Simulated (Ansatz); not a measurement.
# GaAs: stress in a strained cell

Aim: deform GaAs (zz strain of -1 %) and compute stress, forces and field gradients with LAPW, PAW and all-electron datasets made for the crystal.

Program: Ansatz 0.2.0. Level of theory: DFT LDA, scalar-relativistic. These are calculated values, not measurements.

## 1. The starting structure

Symmetry: F-43m, No. 216, cubic system. Conventional cell: a = 5.654 Å, b = 5.654 Å, c = 5.654 Å, α = 90.00°, β = 90.00°, γ = 90.00°. Ga (site symmetry -43m) is surrounded by 4 As at 2.45 Å. As (site symmetry -43m) is surrounded by 4 Ga at 2.45 Å.

Coordinates:

```
CELL_PARAMETERS angstrom
0.00000 2.82685 2.82685
2.82685 0.00000 2.82685
2.82685 2.82685 0.00000
ATOMIC_POSITIONS crystal
Ga 0.00000 0.00000 0.00000
As 0.75000 0.75000 0.75000
```

Atoms are numbered in the order of the input: Ga1, As2.

## 2. The deformed structure

Space group F-43m before, I-4m2 after.

## 3. All-electron LAPW

File input.yaml:

```yaml
crystal:
  lattice:
    - [0.0, 2.82685, 2.7985815]
    - [2.82685, 0.0, 2.7985815]
    - [2.82685, 2.82685, 0.0]
  atoms:
    - { symbol: Ga, position: [0.0, 0.0, 0.0] }
    - { symbol: As, position: [0.75, 0.75, 0.75] }
kpoints:
  mp_grid: { grid: [11, 11, 11] }
  band_path:
    path:
      - [0.0, 0.0, 0.0]
      - [0.0, 0.5, 0.5]
      - [0.25, 0.75, 0.5]
      - [0.0, 0.5, 0.0]
      - [0.0, 0.0, 0.0]
      - [0.5, 0.5, 0.0]
      - [0.3775380063, 0.6224619937, 0.0]
      - [-0.3775380063, 0.3775380063, 0.0]
      - [0.0, 0.0, 0.0]
    npoints: 5
scf:
  occupations: { method: fermi_dirac, width: 0.05 }
hamiltonian:
  xc: lda
  pseudopotentials: { kind: all_electron, lapw: { basis_error: 0.0005 } }
output:
  forces: true
  stress: true
  eigenvalues: true
```

The run is started by

```bash
ansatz run input.yaml --threads 1 --pin off --max-ram 3072MiB --backend cpu --events-out ev --progress --plain --runs-dir out
```

## 4. PAW with frozen cores

File input.yaml:

```yaml
crystal:
  lattice:
    - [0.0, 2.82685, 2.7985815]
    - [2.82685, 0.0, 2.7985815]
    - [2.82685, 2.82685, 0.0]
  atoms:
    - { symbol: Ga, position: [0.0, 0.0, 0.0] }
    - { symbol: As, position: [0.75, 0.75, 0.75] }
kpoints:
  mp_grid: { grid: [11, 11, 11] }
scf:
  occupations: { method: fermi_dirac, width: 0.05 }
hamiltonian:
  xc: lda
  pseudopotentials: { kind: paw }
output:
  forces: true
  stress: true
  eigenvalues: true
  efg: { contact_densities: true }
```

## 5. All-electron PAW on datasets made for the crystal

input.yaml, as its differences from that of step 4:

```diff
@@ -14,3 +14,3 @@
   xc: lda
-  pseudopotentials: { kind: paw }
+  pseudopotentials: { kind: all_electron, datasets: crystal }
 output:
```

(Steps that only read results are left out.)

What does the calculation give? Wanted: pressure; largest shear or deviatoric stress.

As calculated:

| quantity | value |
| --- | --- |
| pressure | LAPW -1.18, PAW -1.21, crystal datasets -1.18 GPa |
| largest shear or deviatoric stress (LAPW) | 0.42 GPa |

The largest part of the stress beyond the pressure is 0.42 GPa in size, in the zz component; the atoms are carried along and not relaxed. No run of the undeformed cell stands beside it, so the pressure holds what the given cell had before the change. PAW: stress within 0.03 GPa of LAPW. Crystal datasets: stress within 0.01 GPa of LAPW.
